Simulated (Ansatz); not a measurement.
EuS under changes of volume

One of the cells (26.424 Å³/atom); the others are scaled copies at fixed shape and fractional positions:

```xyz
2
Lattice="0.0000 2.9785 2.9785 2.9785 0.0000 2.9785 2.9785 2.9785 0.0000" Properties=species:S:1:pos:R:3 pbc="T T T"
Eu    0.0000    0.0000    0.0000
S     2.9785    2.9785    2.9785
```

```yaml
Program: Ansatz 0.2.0
Functional: BLYP
Potentials_or_basis: Ansatz PAW
Cutoff: "420 eV (not typed: the program's choice for these potentials)"
k_mesh: 8 × 8 × 8
Occupations: fermi-dirac, width 0.05 eV
Spin: collinear spin, ferromagnetic start
Starting_moments: "[7.0, 0.0] μB"
```

```csv
volume (Å³/atom),energy over the lowest point (meV/atom),pressure (GPa),moment (μB per cell)
24.838,?,?,?
25.367,12.56,2.9,6.96
25.895,4.96,1.7,6.97
26.424,0.89,0.7,6.98
26.952,0.00,-0.2,6.98
27.481,2.00,-1.0,6.99
28.009,6.60,-1.8,6.99
```

Task: What does the run at 24.838 Å³/atom give?

Result: Energy over the lowest point 24.17 meV/atom; pressure 4.1 GPa; moment 6.96 μB per cell.

Worked out: A Birch-Murnaghan fit of order 3 (a polynomial in V^(-2/3)) to the other rows has its minimum at 26.84 Å³/atom with B0 = V·E''(V) = 45 GPa and B' = 4.1. It gives 24.08 meV/atom at 24.838 Å³/atom, against the run's 24.17, and -dE/dV = 4.1 GPa, against 4.1. A straight line through the other rows of the moment, of slope 0.0114 μB per Å³/atom, extrapolates to 6.96 μB, against the run's 6.96.

Energies are extrapolated to zero smearing.

Caveats: a cell with one magnetic atom can't hold antiferromagnetic order, which such compounds often take; without U or exact exchange the open f shell lies at the Fermi level, which spoils levels, moments and volumes; the PAW data sets come from PBE, with cores solved anew for the run's functional, which leaves a small shift of forces and pressure.
